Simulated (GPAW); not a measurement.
The system is ZrB2.

```
Zr B
1.0
     3.17000    0.00000    0.00000
    -1.58500    2.74530    0.00000
     0.00000    0.00000    3.53300
Zr B
1 2
Direct
  0.00000 0.00000 0.00000
  0.66667 0.33333 0.50000
  0.33333 0.66667 0.50000
```

* Program: GPAW 26.7.0
* Task: single point
* Functional: PBEsol
* Potentials or basis: PAW data sets generated in the run's folder for this functional
* Cutoff: 800 eV
* Basis: pw
* k mesh: 10 × 10 × 8
* Occupations: fermi-dirac, width 0.05 eV
* Spin: no spin polarisation

On this cell: pressure -4.8 GPa; largest force under 0.003 eV/Å; band gap on the k mesh none (metal or under the smearing width).

The same run follows on a disturbed copy (atoms moved at random, drawn with an rms of 0.05 Å):

```xyz
3
Lattice="3.1700 0.0000 0.0000 -1.5850 2.7453 0.0000 0.0000 0.0000 3.5330" Properties=species:S:1:pos:R:3 pbc="T T T"
Zr   -0.0317    0.0579   -0.0309
B     1.5522    0.9061    1.7516
B     0.0305    1.8258    1.8164
```

Task: What does the disturbed cell give?

Result: The energy (extrapolated to zero smearing) moves by +28.2 meV/atom; pressure -3.8 GPa; largest force 1.242 eV/Å; band gap on the k mesh none (metal or under the smearing width).

Forces in eV/Å, atoms in the order of the input:
```
Zr   0.374 -0.831  0.672
B    0.538  0.395  0.050
B   -0.912  0.436 -0.722
```

Stress tensor (GPa, compression positive):
```
-3.57  0.45  0.44
 0.45 -3.82 -0.71
 0.44 -0.71 -4.11
```
